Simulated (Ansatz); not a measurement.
TiAl, DFT, LDA, PAW with Ansatz's default frozen-core files, scalar-relativistic (Ansatz 0.2.0), run on 1 thread of Arm Neoverse V1 on a shared host.

The cell is COD entry 1532769, as deposited and not checked against the literature; nothing was relaxed. The listed cell was then made from it by scaling, straining or moving an atom.

Command: `ansatz run input.yaml --threads 1 --pin off --max-ram 2048MiB --backend cpu --events-out ev --progress --plain --runs-dir out`

```yaml
crystal:
  lattice:
    - [2.7989534074, 0.0, 0.0]
    - [0.0, 2.7989534074, 0.0]
    - [0.0, 0.0, 4.0042405724]
  atoms:
    - { symbol: Ti, position: [0.0, 0.0, 0.0] }
    - { symbol: Al, position: [0.5, 0.5, 0.5] }
kpoints:
  mp_grid: { grid: [12, 12, 8] }
scf:
  occupations: { method: fermi_dirac, width: 0.05 }
hamiltonian:
  xc: lda
  pseudopotentials: { kind: paw }
output:
  forces: true
  stress: true
  eigenvalues: true
  efg: { contact_densities: true }
  write_density: true
  write_potential: true
  elf: true
  volumetric_format: npy
```

(1) How large is the problem that the program sets up?

(2) About how long does it take, and how much memory does it use?

(3) And the same cell and mesh by LAPW (all electrons), asked for forces, stress, eigenvalues, on the same hardware?

Results:

(1) 140 irreducible k-points, 617 plane waves at Γ, 12 bands.

(2) 6.3 s of wall time for 6 SCF iterations, with a peak of 0.36 GiB. Times on shared machines scatter by tens of per cent.

(3) 19 s, peak memory 0.42 GiB.
